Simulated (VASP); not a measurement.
# BAs: molecular dynamics with a thermostat

BAs, F-43m (no. 216), 8 atoms in the cell. PBE, molecular dynamics; PAW potentials As, B (PBE set).

Ensemble: Nose-Hoover; Target temperature (K): 1000.

## Input

INCAR:
```
SYSTEM = BAs
GGA = PE ; PREC = Normal
ENCUT = 320 ; EDIFF = 1E-6
NELMIN = 4 ; NELM = 60
ALGO = Normal ; LREAL = Auto
LASPH = .TRUE. ; ISMEAR = 0
SIGMA = 0.05 ; ISYM = 0
LWAVE = .FALSE. ; LCHARG = .FALSE.
IBRION = 0 ; NSW = 60
POTIM = 1.0 ; TEBEG = 1000
ISIF = 2 ; RANDOM_SEED = 478843 0 0
MDALGO = 2 ; SMASS = 0
KPAR = 2
```

KPOINTS:
```
k-points
0
Monkhorst-Pack
  2 2 2
```

POSCAR:
```
BAs
1.0
    4.7770000000      0.0000000000      0.0000000000
    0.0000000000      4.7770000000      0.0000000000
    0.0000000000      0.0000000000      4.7770000000
As B
4 4
Direct
    0.2500000000      0.2500000000      0.2500000000
    0.2500000000      0.7500000000      0.7500000000
    0.7500000000      0.2500000000      0.7500000000
    0.7500000000      0.7500000000      0.2500000000
    0.0000000000      0.0000000000      0.0000000000
    0.0000000000      0.5000000000      0.5000000000
    0.5000000000      0.0000000000      0.5000000000
    0.5000000000      0.5000000000      0.0000000000
```

Commands:
```
cat potpaw_PBE.64/As/POTCAR potpaw_PBE.64/B/POTCAR > POTCAR
mpirun -np 2 vasp_std > vasp.out
```

## Result

- Mean temperature (K): 986
- Standard error of the mean temperature (K): 110
- Relative fluctuation of the kinetic energy: 0.499
- Canonical value of that fluctuation: 0.309
- Rise of the mean potential energy above the start (meV/atom): 133.8
- Electronic steps per ionic step after the first: 4.1

Course of the run:

| Time (fs) | Temperature (K) | Potential energy less the first (meV/atom) |
|---|---|---|
| 1 | 1000 | 0.0 |
| 6 | 786 | 25.5 |
| 10 | 516 | 62.8 |
| 15 | 498 | 85.1 |
| 19 | 958 | 74.0 |
| 24 | 1903 | 65.5 |
| 28 | 1872 | 102.4 |
| 33 | 838 | 186.5 |
| 37 | 359 | 230.1 |
| 42 | 565 | 213.3 |
| 46 | 1199 | 170.4 |
| 51 | 1601 | 164.3 |
| 55 | 1067 | 219.1 |
| 60 | 493 | 277.9 |

REPORT:
```
MDALGO =   2
               SCALING =       0
                 CNEXP =     9.000   14.000
           RANDOM_SEED =            478843                0                0

   original number of atomic DOF:         21
   number of independent constraints:      0
   number of active DOF:                  21

========================================
         MD step No.       1
========================================

  Atomic velocities initialized by STEP_tb

  >Energies
                    E_tot             E_pot             E_kin               EPS                ES
   e_b>   -0.44117383E+02   -0.45022209E+02    0.90482560E+00    0.00000000E+00    0.00000000E+00

  >Temperature
               T_sim     T_inst
   tmprt>   1000.000   1000.000

  >Thermostat:
           s(n+1) sdot(n+1)      s(n)   sdot(n)        Qs
   s_b>   0.00000   0.00000   0.00000   0.00000   0.06202

           RANDOM_SEED =            478843               48                0

[... steps left out ...]

========================================
         MD step No.      60
========================================

  >Energies
                    E_tot             E_pot             E_kin               EPS                ES
   e_b>   -0.44116115E+02   -0.42799203E+02    0.44593714E+00    0.17752323E-02   -0.17646244E+01

  >Temperature
               T_sim     T_inst
   tmprt>   1000.000    492.843

  >Thermostat:
           s(n+1) sdot(n+1)      s(n)   sdot(n)        Qs
   s_b>  -0.98321  -0.01126  -0.97512  -0.00492   0.06202

           RANDOM_SEED =            478843               48                0
```

OSZICAR:
```
N       E                     dE             d eps       ncg     rms          rms(c)
DAV:   1     0.762584630449E+02    0.76258E+02   -0.10264E+04   168   0.908E+02
DAV:   2    -0.417665621786E+02   -0.11803E+03   -0.11141E+03   241   0.167E+02
DAV:   3    -0.475673662907E+02   -0.58008E+01   -0.57513E+01   208   0.392E+01
DAV:   4    -0.476726480765E+02   -0.10528E+00   -0.10508E+00   230   0.465E+00
DAV:   5    -0.476731710014E+02   -0.52292E-03   -0.52288E-03   208   0.361E-01    0.100E+01
DAV:   6    -0.452978754323E+02    0.23753E+01   -0.58925E+00   220   0.106E+01    0.500E+00
DAV:   7    -0.450479738838E+02    0.24990E+00   -0.69612E-01   220   0.394E+00    0.191E+00
DAV:   8    -0.450191132994E+02    0.28861E-01   -0.75758E-02   168   0.155E+00    0.281E-01
DAV:   9    -0.450212949495E+02   -0.21817E-02   -0.34226E-03   208   0.356E-01    0.129E-01
DAV:  10    -0.450222081007E+02   -0.91315E-03   -0.16714E-03   168   0.219E-01    0.477E-02
DAV:  11    -0.450222103788E+02   -0.22781E-05   -0.26497E-04   194   0.836E-02    0.234E-02
DAV:  12    -0.450222090853E+02    0.12934E-05   -0.14645E-05   188   0.202E-02    0.348E-03
[... left out ...]
     58 T=   626. E= -.44116320E+02 F= -.42917961E+02 E0= -.42917961E+02  EK= 0.56662E+00 SP= -.18E+01 SK= 0.29E-02
     59 T=   539. E= -.44116200E+02 F= -.42842990E+02 E0= -.42842990E+02  EK= 0.48788E+00 SP= -.18E+01 SK= 0.91E-04
[... last step whole ...]
       N       E                     dE             d eps       ncg     rms          rms(c)
DAV:   1    -0.427991775776E+02    0.43813E-01   -0.14617E-04   168   0.750E-01    0.103E-02
DAV:   2    -0.427992033547E+02   -0.25777E-04   -0.26177E-04   168   0.125E-01    0.626E-03
DAV:   3    -0.427992030333E+02    0.32139E-06   -0.24630E-06   176   0.984E-03    0.440E-03
DAV:   4    -0.427992025939E+02    0.43941E-06   -0.10401E-06   124   0.581E-03
     60 T=   493. E= -.44116115E+02 F= -.42799203E+02 E0= -.42799203E+02  EK= 0.44594E+00 SP= -.18E+01 SK= 0.18E-02
```

Limits: 60 fs of 8 atoms are too short for converged averages; the cell is only 4.8 Å across, so each atom moves in step with near copies of itself.

VASP 6.6.1 took 163 s on 2 cores (Intel Xeon Platinum 8375C @ 2.90GHz (Ice Lake)), a shared host.
